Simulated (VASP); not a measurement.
# Pt (Fm-3m) in VASP: notebook

The runs below take Pt through relaxation of cell and atoms, with PBE.

All numbers are computed with VASP 6.6.1; they aren't measurements. Logs are shortened: lines on timing, memory, paths and dates and some standing lists are left out, and cuts for length are marked.

### Step 1. The structure

It takes space group Fm-3m (No. 225, cubic). The conventional cell has a = 3.922 Å, b = 3.922 Å, c = 3.922 Å, α = 90.00°, β = 90.00°, γ = 90.00°. Around Pt (site symmetry m-3m) lie 12 Pt at 2.77 Å.

### Step 2. Relaxation of cell and atoms, PBE

Input file INCAR:

```
PREC = Accurate
ENCUT = 520
EDIFF = 1E-7
ISMEAR = 0
SIGMA = 1.0
LREAL = F
LASPH = T
NELM = 60
ALGO = Fast
ISIF = 3
LWAVE = F
LCHARG = F
GGA = PE
IBRION = 2
NSW = 80
EDIFFG = -0.002
```

Input file KPOINTS:

```
Automatic mesh
0
Gamma
  18 18 18
```

Input file POSCAR:

```
Pt
1.0
    0.0000000000      1.9609000000      1.9609000000
    1.9609000000      0.0000000000      1.9609000000
    1.9609000000      1.9609000000      0.0000000000
Pt
1
Direct
    0.0000000000      0.0000000000      0.0000000000
```

Potentials or basis: VASP PAW PBE potentials, release 64 (Pt).

On the command line:

```
cat potpaw_PBE.64/Pt/POTCAR > POTCAR
mpirun -np 1 vasp_std > vasp.out
```

OUTCAR:

```text
PREC = Accurate
   ENCUT = 520
   EDIFF = 1E-7
   ISMEAR = 0
   LREAL = F
   LASPH = T
   NELM = 60
   ISIF = 3
   GGA = PE
   IBRION = 2
   NSW = 80
   EDIFFG = -0.002

 ion  position               nearest neighbor table
   1  0.000  0.000  0.000-

  LATTYP: Found a face centered cubic cell.
 ALAT       =     3.9218000000

  Lattice vectors:

 A1 = (   0.0000000000,   1.9609000000,   1.9609000000)
 A2 = (   1.9609000000,   0.0000000000,   1.9609000000)
 A3 = (   1.9609000000,   1.9609000000,   0.0000000000)

Analysis of symmetry for initial positions (statically):
=====================================================================
 Subroutine PRICEL returns:
 Original cell was already a primitive cell.

 Routine SETGRP: Setting up the symmetry group for a
 face centered cubic supercell.

 Subroutine GETGRP returns: Found 48 space group operations
 (whereof 48 operations were pure point group operations)
 out of a pool of 48 trial point group operations.

The static configuration has the point symmetry O_h .

Analysis of symmetry for dynamics (positions and initial velocities):
=====================================================================
 Subroutine PRICEL returns:
 Original cell was already a primitive cell.

 Routine SETGRP: Setting up the symmetry group for a
 face centered cubic supercell.

 Subroutine GETGRP returns: Found 48 space group operations
 (whereof 48 operations were pure point group operations)
 out of a pool of 48 trial point group operations.

The dynamic configuration has the point symmetry O_h .

 Subroutine INISYM returns: Found 48 space group operations
 (whereof 48 operations are pure point group operations),
 and found     1 'primitive' translations

----------------------------------------------------------------------------------------

                                     Primitive cell

  volume of cell :      15.0798

  direct lattice vectors                    reciprocal lattice vectors
     0.000000000  1.960900000  1.960900000    -0.254984956  0.254984956  0.254984956
     1.960900000  0.000000000  1.960900000     0.254984956 -0.254984956  0.254984956
     1.960900000  1.960900000  0.000000000     0.254984956  0.254984956 -0.254984956

  length of vectors
     2.773131374  2.773131374  2.773131374     0.441646899  0.441646899  0.441646899

  position of ions in fractional coordinates (direct lattice)
     0.000000000  0.000000000  0.000000000

  ion indices of the primitive-cell ions
   primitive index   ion index
                 1           1

----------------------------------------------------------------------------------------

 KPOINTS: Automatic mesh

Automatic generation of k-mesh.
 Grid dimensions read from file:
 generate k-points for:   18   18   18

 Generating k-lattice:

  Cartesian coordinates                     Fractional coordinates (reciprocal lattice)
    -0.014165831  0.014165831  0.014165831     0.055555556  0.000000000  0.000000000
     0.014165831 -0.014165831  0.014165831     0.000000000  0.055555556  0.000000000
     0.014165831  0.014165831 -0.014165831     0.000000000  0.000000000  0.055555556

  Length of vectors
     0.024535939  0.024535939  0.024535939

  Shift w.r.t. Gamma in fractional coordinates (k-lattice)
     0.000000000  0.000000000  0.000000000

 Subroutine IBZKPT returns following result:
 ===========================================

 Found    195 irreducible k-points:

 Following reciprocal coordinates:
            Coordinates               Weight
  0.000000  0.000000  0.000000      1.000000
  0.055556  0.000000  0.000000      8.000000
  0.111111  0.000000  0.000000      8.000000
  0.166667  0.000000  0.000000      8.000000
  0.222222  0.000000  0.000000      8.000000
  0.277778  0.000000  0.000000      8.000000
[... 16 lines left out ...]
 -0.277778  0.055556  0.000000     24.000000
 -0.222222  0.055556  0.000000     24.000000
 [... further k-points ...]
   k-points           NKPTS =    195   k-points in BZ     NKDIM =    195   number of bands    NBANDS=      9
   number of dos      NEDOS =    301   number of ions     NIONS =      1
   total plane-waves  NPLWV =  13824
   dimension x,y,z NGX =    24 NGY =   24 NGZ =   24
   dimension x,y,z NGXF=    48 NGYF=   48 NGZF=   48
   ions per type =               1
   NGX,Y,Z   is equivalent  to a cutoff of  14.39, 14.39, 14.39 a.u.
   NGXF,Y,Z  is equivalent  to a cutoff of  28.78, 28.78, 28.78 a.u.
 SYSTEM =  unknown system
   PREC   = accura    normal or accurate (medium, high low for compatibility)
   ISTART =      0    job   : 0-new  1-cont  2-samecut
   ICHARG =      2    charge: 1-file 2-atom 10-const
   ISPIN  =      1    spin polarized calculation?
   LNONCOLLINEAR =      F non collinear calculations
   LSORBIT =      F    spin-orbit coupling
   LASPH  =      T    aspherical Exc in radial PAW
   ENCUT  =  520.0 eV  38.22 Ry    6.18 a.u.   5.16  5.16  5.16*2*pi/ulx,y,z
   NELM   =     60;   NELMIN=  2; NELMDL= -5     # of ELM steps
   EDIFF  = 0.1E-06   stopping-criterion for ELM
   LREAL  =      F    real-space projection
   EDIFFG = -.2E-02   stopping-criterion for IOM
   NSW    =     80    number of steps for IOM
   IBRION =      2    ionic relax: 0-MD 1-quasi-New 2-CG
   NFREE  =      1    steps in history (QN), initial steepest desc. (CG)
   ISIF   =      3    stress and relaxation
   ISYM   =      2    0-nonsym 1-usesym 2-fastsym
   POTIM  = 0.5000    time-step for ionic-motion
   TEBEG  =    0.0;   TEEND  =   0.0 temperature during run
   PSTRESS=    0.0 pullay stress
   NELECT =      10.0000    total number of electrons
   NUPDOWN=      -1.0000    fix difference up-down
   EMIN   =  10.00;   EMAX   =-10.00  energy-range for DOS
   EFERMI =   0.00;   METHOD = LEGACY
   ISMEAR =     0;   SIGMA  =   1.00  broadening in eV -4-tet -1-fermi 0-gaus
   EFERMI_NEDOS =   21; number of points for ismear=-14 and -15
   IALGO  =     68    algorithm
   IMIX   =      4    mixing-type and parameters
     AMIX     =   0.40;   BMIX     =  1.00
     AMIX_MAG =   1.60;   BMIX_MAG =  1.00
  volume/ion in A,a.u.               =      15.08       101.76
  Fermi-wavevector in a.u.,A,eV,Ry     =   1.427609  2.697791 27.729605  2.038068
  Thomas-Fermi vector in A             =   2.547760
   LORBIT       =      0    0 simple, 1 ext, 2 COOP (PROOUT), +10 PAW based schemes
   GGA     = PE    functional components
   LHFCALC =     F    Hartree Fock is set to
   AEXX    =    0.0000 exact exchange contribution
   IVDW    =     0    specifies the selected vdW correction
   LEPSILON=     F    determine dielectric tensor
   LRPA    =     F    only Hartree local field effects (RPA)
 conjugate gradient relaxation of ions
 non-spin polarized calculation
 RMM-DIIS sequential band-by-band and
 Gauss-broadening in eV      SIGMA  =   1.00
  energy-cutoff  :      520.00
  volume of cell :       15.08
 maximum number of plane-waves:       419
 NGX is ok and might be reduce to    24
   NGX = 11   NGY = 11   NGZ = 11

--------------------------------------- Ionic step        1  -------------------------------------------

 number of electron      10.0000000 magnetization

 Free energy of the ion-electron system (eV)
  ---------------------------------------------------
  ext. energy  EPLUGINS =         0.00000000
  ---------------------------------------------------
  free energy    TOTEN  =        -6.39919122 eV

  energy without entropy =       -5.88444148  energy(sigma->0) =       -6.14181635

------------------------ aborting loop because EDIFF is reached ----------------------------------------

  FORCE on cell =-STRESS in cart. coord.  units (eV):
  Direction    XX          YY          ZZ          XY          YZ          ZX
  --------------------------------------------------------------------------------------
  -------------------------------------------------------------------------------------
  Total        1.2109376      1.2109376      1.2109376      0.0000000      0.0000000      0.0000000
  in kB      128.6577710    128.6577710    128.6577710      0.0000000      0.0000000      0.0000000
  external PRESSURE =     128.6577710 kB  Pullay stress =       0.0000000 kB
[... 20 lines left out ...]
  energy  without entropy=       -5.8844414841  energy(sigma->0) =       -6.14181635

--------------------------------------- Ionic step        2  -------------------------------------------

 number of electron      10.0000001 magnetization

 E-fermi :   8.4813     XC(G=0): -12.4883

 val. band max:        8.4809098587   @ k =   0.5000   0.0000   0.0000
 cond. band min:       8.4890247201   @ k =   0.5000   0.3889   0.0000
 fundamental gap:      0.0081148614
 Fermi energy:         8.4813076329

 k-point     1 :       0.0000    0.0000    0.0000
  band No.  band energies     occupation
      1      -0.1570      2.00000
      2       5.4170      1.99999
      3       5.4170      1.99999
      4       5.4170      1.99999
      5       7.0283      1.96011
      6       7.0283      1.96011
      7      23.2379      0.00000
      8      27.2450      0.00000
      9      27.2450      0.00000
[... 339 lines left out ...]
  FREE ENERGIE OF THE ION-ELECTRON SYSTEM (eV)
  ---------------------------------------------------
  free  energy   TOTEN  =        -6.4274396620 eV

  energy  without entropy=       -5.8891497854  energy(sigma->0) =       -6.15829472

[... ionic steps 4 to 13 ...]

--------------------------------------- Ionic step       14  -------------------------------------------

 number of electron      10.0000001 magnetization

------------------------ aborting loop because EDIFF is reached ----------------------------------------

  FORCE on cell =-STRESS in cart. coord.  units (eV):
  Direction    XX          YY          ZZ          XY          YZ          ZX
  --------------------------------------------------------------------------------------
  -------------------------------------------------------------------------------------
  Total        0.0101682      0.0101682      0.0101682      0.0000000      0.0000000     -0.0000000
  in kB        1.0299297      1.0299297      1.0299297      0.0000000      0.0000000     -0.0000000
  external PRESSURE =       1.0299297 kB  Pullay stress =       0.0000000 kB
[... 55 lines left out ...]
  energy  without entropy=       -5.8904387814  energy(sigma->0) =       -6.15897033

--------------------------------------- Ionic step       16  -------------------------------------------

 number of electron      10.0000001 magnetization

 Free energy of the ion-electron system (eV)
  ---------------------------------------------------
  ext. energy  EPLUGINS =         0.00000000
  ---------------------------------------------------
  free energy    TOTEN  =        -6.42750256 eV

  energy without entropy =       -5.89029931  energy(sigma->0) =       -6.15890094

 E-fermi :  10.5307     XC(G=0): -13.2041

 val. band max:       10.5198459653   @ k =   0.3889   0.2778   0.1111
 cond. band min:      10.5348350403   @ k =   0.5000   0.2778   0.0000
 fundamental gap:      0.0149890749
 Fermi energy:        10.5307317304

 k-point     1 :       0.0000    0.0000    0.0000
  band No.  band energies     occupation
      1       0.6782      2.00000
      2       6.8660      2.00000
      3       6.8660      2.00000
      4       6.8660      2.00000
      5       8.8475      1.98271
      6       8.8475      1.98271
      7      25.1313      0.00000
      8      29.8148      0.00000
      9      29.8148      0.00000
[... 304 lines left out ...]
  FREE ENERGIE OF THE ION-ELECTRON SYSTEM (eV)
  ---------------------------------------------------
  free  energy   TOTEN  =        -6.4275025631 eV

  energy  without entropy=       -5.8902993147  energy(sigma->0) =       -6.15890094

 reached required accuracy - stopping structural energy minimisation
```

It took 1.9 min on 1 thread of Intel Xeon Platinum 8488C (Sapphire Rapids), shared host; peak memory 0.18 GiB.

What came out:

```yaml
Free_energy: -6.4275 eV
Relaxed_volume: 15.82 Å³/atom
Relaxed_cell: a = 2.818 Å, b = 2.818 Å, c = 2.818 Å, α = 60.00°, β = 60.00°, γ = 60.00°
Space_group_after_relaxing_to_0.05_Å: Fm-3m (No. 225)
Energy_gained_by_relaxing: 28.3 meV/atom
Ionic_steps: 16
Pressure_after_relaxing: 0.0 GPa
Band_gap_on_the_k_mesh: none (metal or under the smearing width)
```

The path:
```
step  energy change (eV)  largest force (eV/Å)  pressure (GPa)  volume (Å³)
   1              0.0000                0.0000           12.87        15.08
   2              0.1197                0.0000          -20.10        17.88
   3             -0.0282                0.0000           -0.52        15.86
   4             -0.0283                0.0000           -0.06        15.83
   5             -0.0283                0.0000            0.17        15.81
   6             -0.0283                0.0000            0.17        15.81
   7             -0.0283                0.0000            0.14        15.82
   8             -0.0283                0.0000            0.14        15.82
   9             -0.0283                0.0000            0.14        15.82
  10             -0.0283                0.0000            0.14        15.82
  11             -0.0283                0.0000            0.14        15.82
  12             -0.0283                0.0000            0.14        15.82
  13             -0.0283                0.0000            0.12        15.82
  14             -0.0283                0.0000            0.10        15.82
  15             -0.0283                0.0000            0.08        15.82
  16             -0.0283                0.0000            0.00        15.82
```

Final structure:
```
Pt
1.0
     0.00000    1.99268    1.99268
     1.99268    0.00000    1.99268
     1.99268    1.99268    0.00000
Pt
1
Direct
  0.00000 0.00000 0.00000
```

Levels at points of the mesh, in eV from the Fermi level:
```csv
k point,band 3,band 4,band 5,band 6,band 7,band 8
"(0.00, 0.00, 0.00)",-3.66,-3.66,-1.68,-1.68,14.60,19.28
"(0.50, 0.00, 0.00)",-3.73,-0.45,-0.14,-0.14,5.32,14.14
"(0.50, 0.50, 0.00)",-0.18,0.28,0.28,1.71,8.20,11.07
```

### Step 3. Relaxation of cell and atoms, PBE

This run uses another cell than the first one, of 15.82 Å³/atom, 1.049 times its volume.

INCAR is that of step 2.

KPOINTS is that of step 2.

Input file POSCAR:

```
Pt                                      
1.0
   -0.0000000000      1.9926764783      1.9926764783
    1.9926764783      0.0000000000      1.9926764783
    1.9926764783      1.9926764783      0.0000000000
  Pt            
     1
Direct
     0.0000000000000000    0.0000000000000000    0.0000000000000000
```

Potentials or basis: VASP PAW PBE potentials, release 64 (Pt).

On the command line:

```
cat potpaw_PBE.64/Pt/POTCAR > POTCAR
mpirun -np 1 vasp_std > vasp.out
```

Run time: 21 s. Hardware: 1 thread of Intel Xeon Platinum 8488C (Sapphire Rapids), shared host; peak memory 0.16 GiB.

It converged, with:

```yaml
Free_energy: -6.4282 eV
Pressure_after_relaxing: 0.0 GPa
Band_gap_on_the_k_mesh: none (metal or under the smearing width)
```

Final structure:
```xyz
1
Lattice="0.0000 1.9927 1.9927 1.9927 0.0000 1.9927 1.9927 1.9927 0.0000" Properties=species:S:1:pos:R:3 pbc="T T T"
Pt    0.0000    0.0000    0.0000
```

Levels at points of the mesh, in eV from the Fermi level:
```csv
k point,band 1,band 2,band 3,band 4,band 5,band 6,band 7,band 8,band 9
"(0.00, 0.00, 0.00)",-9.85,-3.66,-3.66,-3.66,-1.68,-1.68,14.60,19.28,19.28
"(0.50, 0.00, 0.00)",-7.00,-3.73,-3.73,-0.45,-0.14,-0.14,5.32,14.14,18.48
"(0.50, 0.50, 0.00)",-6.73,-6.29,-0.18,0.28,0.28,1.71,8.20,11.07,11.07
```

Caveat: the relaxation stopped at its first step, so nothing moved.
